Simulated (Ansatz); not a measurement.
# GaSb in Ansatz: the effect of functional

GaSb:

```
CELL_PARAMETERS angstrom
-2.77167 2.77167 1.60124
2.77167 -2.77167 1.60124
2.77167 2.77167 -1.60124
ATOMIC_POSITIONS crystal
Sb 0.00000 0.00000 0.00000
Ga 0.75000 0.25000 0.50000
```

Measurements of this composition are mostly on another form, of space group No. 216.

The cell isn't the ideal one: volume scaled by 1.02.

Alike in all runs:

| Quantity | Value |
| --- | --- |
| Program | Ansatz 0.2.0 |
| Task | single point |
| Potentials or basis | Ansatz PAW |
| k mesh | 10 × 10 × 10 |
| Occupations | fermi-dirac, width 0.05 eV |
| Spin | no spin polarisation |

```csv
functional,cutoff,pressure (GPa)
LDA,420 eV (not typed: the program's choice for these potentials),?
PBEsol,420 eV (not typed: the program's choice for these potentials),-3.8
r2SCAN,500 eV (not typed: the program's choice for these potentials),-2.5
```

Task: What does the run with functional LDA give?

Result: Pressure -5.1 GPa.

Caveats: the PAW data sets come from PBE, with cores solved anew for the run's functional, which leaves a small shift of forces and pressure.
